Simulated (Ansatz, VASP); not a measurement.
## One calculation of W, two programs

```
W
1.0
     0.00000    2.06981    2.06981
     2.06981    0.00000    2.06981
     2.06981    2.06981    0.00000
W
1
Direct
  0.00000 0.00000 0.00000
```

Change from the starting cell: volume scaled by 1.06.

Alike in both runs: task single point; functional LDA; k mesh 11 × 11 × 11; occupations fermi-dirac, width 0.05 eV; no spin polarisation.

|  | VASP | Ansatz |
| --- | --- | --- |
| version | VASP 6.6.1 | Ansatz 0.2.0 |
| potentials or method | VASP PAW LDA potentials, release 64 (W_sv), cutoff 520 eV | all-electron LAPW, scalar-relativistic |

VASP gave:

| Property | Result |
| --- | --- |
| gap on the k mesh at the Fermi level (eV) | none |
| pressure (GPa) | -29.0 |

Question: Which values does Ansatz return?

Answer: gap on the k mesh at the Fermi level (eV): none; pressure (GPa): -30.0.

A gap of «none» marks a metal or a gap that the smearing closes. Ansatz ran all-electron here, so the differences hold the error of VASP's frozen core and of both bases.

Caveats: so large a pressure means that the cell lies far from this level's equilibrium, or that cutoff or potentials fall short (VASP). Spin-orbit coupling is left out, which matters for the levels of W.
